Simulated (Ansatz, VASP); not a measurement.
**Ta2Si in VASP and in Ansatz**

```xyz
3
Lattice="0.0000 3.0186 3.0186 3.0186 0.0000 3.0186 3.0186 3.0186 0.0000" Properties=species:S:1:pos:R:3 pbc="T T T"
Ta    1.5093    1.5093    1.5093
Ta    4.5279    4.5279    4.5279
Si    0.0000    0.0000    0.0000
```

Alike in both runs: task single point; functional PBEsol; k mesh 10 × 10 × 10; occupations gaussian, width 0.05 eV; no spin polarisation.

|  | VASP | Ansatz |
| --- | --- | --- |
| version | VASP 6.6.1 | Ansatz 0.2.0 |
| potentials or method | VASP PAW PBE potentials, release 64 (Ta_pv, Si) | scalar-relativistic, plane waves, PAW |
| plane-wave cutoff (eV) | 520 | 420 |
| valence electrons in the cell | 26 | 30 |

```csv
,VASP,Ansatz,Ansatz less VASP
gap on the k mesh at the Fermi level (eV),none,none,-
pressure (GPa),-3.9,-4.0,-0.18
```

A gap of «none» marks a metal or a gap that the smearing closes. The functional is the same, so the differences come from potentials, cutoffs and numerics. The two sets of potentials don't hold the same shells in valence.

Caveats: the PAW data sets were made with another functional, which shifts forces and pressure a little (VASP). Spin-orbit coupling is left out, which matters for the levels of Ta.
